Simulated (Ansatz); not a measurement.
Crystal: As.

```
CELL_PARAMETERS angstrom
1.88080 1.08588 3.51406
-1.88080 1.08588 3.51406
0.00000 -2.17176 3.51406
ATOMIC_POSITIONS crystal
As 0.22600 0.22600 0.22600
As 0.77400 0.77400 0.77400
```

- Program: Ansatz 0.2.0
- Task: relaxation of cell and atoms
- Functional: HSEsol
- Potentials or basis: Ansatz PAW
- Cutoff: 420 eV (not typed: the program's choice for these potentials)
- k mesh: 5 × 5 × 5
- Occupations: fermi-dirac, width 0.05 eV
- Spin: no spin polarisation

At the start: volume 21.53 Å³/atom.

How do energy, volume and symmetry change on relaxing?

It ends after 6 steps and the volume is 20.77 Å³/atom (-3.5 %); space group R-3m (No. 166, to 0.05 Å).

Step by step:
```
step  energy change (eV)  largest force (eV/Å)  volume (Å³)
   1              0.0000                0.0711        43.06
   2             -0.0087                0.0565        41.25
   3             -0.0104                0.1110        41.48
   4             -0.0111                0.0212        41.60
   5             -0.0112                0.0009        41.54
   6             -0.0108                0.0009        41.54
```

Final structure:
```
As
1.0
     1.88287    1.08708    3.38267
    -1.88287    1.08708    3.38267
     0.00000   -2.17416    3.38267
As
2
Direct
  0.22733 0.22733 0.22733
  0.77267 0.77267 0.77267
```

Caveat: the plane-wave basis is chosen anew once the cell has moved, so the energies of steps on either side of that aren't comparable; the PAW data sets come from PBE, with cores solved anew for the run's functional, which leaves a small shift of forces and pressure.
